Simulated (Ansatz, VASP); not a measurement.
## Two plane-wave programs on BAs

```xyz
2
Lattice="0.0000 2.3885 2.3885 2.3885 0.0000 2.3885 2.3885 2.3885 0.0000" Properties=species:S:1:pos:R:3 pbc="T T T"
As    3.5827    3.5827    3.5827
B     0.0000    0.0000    0.0000
```

Alike in both runs: task band structure; functional LDA; k mesh 7 × 7 × 7; occupations fermi-dirac, width 0.05 eV; spin-orbit coupling, no magnetisation.

|  | VASP | Ansatz |
| --- | --- | --- |
| version | VASP 6.6.1 | Ansatz 0.2.0 |
| potentials or method | VASP PAW LDA potentials, release 64 (As, B) | Ansatz PAW |
| plane-wave cutoff (eV) | 520 | 420 |
| valence electrons in the cell | 8 | 18 |

|  | VASP | Ansatz | Ansatz less VASP |
| --- | --- | --- | --- |
| gap on the k mesh at the Fermi level (eV) | 1.07 | 1.08 | +0.007 |
| least direct gap on the mesh (eV) | 3.04 | 3.04 | +0.001 |
| gap along the band path (eV) | 1.06 | 1.06 | +0.005 |
| pressure (GPa) | -3.1 | -3.9 | -0.85 |

The two sets of potentials don't hold the same shells in valence.

Caveats: the PAW data sets come from PBE, with cores solved anew for the run's functional, which leaves a small shift of forces and pressure (Ansatz).
